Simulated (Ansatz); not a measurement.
Consider BaF2 in the fluorite structure (space group Fm-3m, No. 225; a = 6.137 Å). Axes: x, y, z lie along the cube axes.

Method: Ansatz (a first-principles code), PBEsol, PAW, cutoff 420 eV, no spin-orbit coupling.

Now apply this change: the cell is scaled by 1.0224 in all directions; the atoms relax in the strained cell.

Question: Predict the stress tensor and what it implies for the stiffness.

Answer: Stress of the strained cell less that of the base (GPa, compression positive):
```
  -3.50    0.00    0.00
   0.00   -3.50    0.00
   0.00    0.00   -3.50
```

Then B = −ΔP/(ΔV/V₀) with ΔV/V₀ = 0.0687 gives secant stiffness values (nonlinear terms included at this strain): B ≈ 51 GPa.

As a check, the harmonic strain energy −½ V₀ Δσ:ε is 14 meV/atom; the computed energy rise is 15 meV/atom.

Stability against distortions was not tested.
